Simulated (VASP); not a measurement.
Wanted: the native input for a VASP 6.6.1 run.

* Task: single point
* Functional: PBE
* Potentials or basis: VASP PAW PBE potentials, release 64 (B, As)
* Cutoff: 520 eV
* k mesh: 12 × 12 × 12
* Occupations: gaussian, width 0.02 eV
* Spin: no spin polarisation
* Further INCAR settings: ALGO = Fast; EDIFF = 0.05; NBANDS = 11

The structure of BAs lies in POSCAR:

```
BAs                                     
1.0
    0.0000000000      2.3333400523      2.3333400523
    2.3333400523      0.0000000000      2.3333400523
    2.3333400523      2.3333400523     -0.0000000000
  B               As            
     1     1
Direct
     0.0000000000000000    0.0000000000000000    0.0000000000000000
     0.2500000000000000    0.2500000000000000    0.2500000000000000
```

The cell isn't the ideal one: a relaxed cell with its volume scaled by 0.91.

These files were run (other wordings do the same):

INCAR

```
ALGO = Fast
EDIFF = 0.05
ENCUT = 520
GGA = PE
ISIF = 2
ISMEAR = 0
LASPH = True
LCHARG = False
LREAL = False
LWAVE = False
NBANDS = 11
NELM = 60
PREC = Accurate
SIGMA = 0.02
```

KPOINTS

```
k-points
0
Gamma
  12 12 12
```

Potentials or basis: VASP PAW PBE potentials, release 64 (B, As).

The run is started by

```bash
$ cat potpaw_PBE.64/B/POTCAR potpaw_PBE.64/As/POTCAR > POTCAR
$ mpirun -np 1 vasp_std > vasp.out
```

Results of the run:

| Item | Value |
| --- | --- |
| Pressure | 14.9 GPa |
| Band gap on the k mesh | 1.10 eV, indirect (least direct gap 3.38 eV) |

Run time: 20 s on 1 thread of Intel(R) Xeon(R) Platinum 8259CL CPU @ 2.50GHz (Skylake/Cascade Lake) (shared host), peak memory 0.16 GiB.
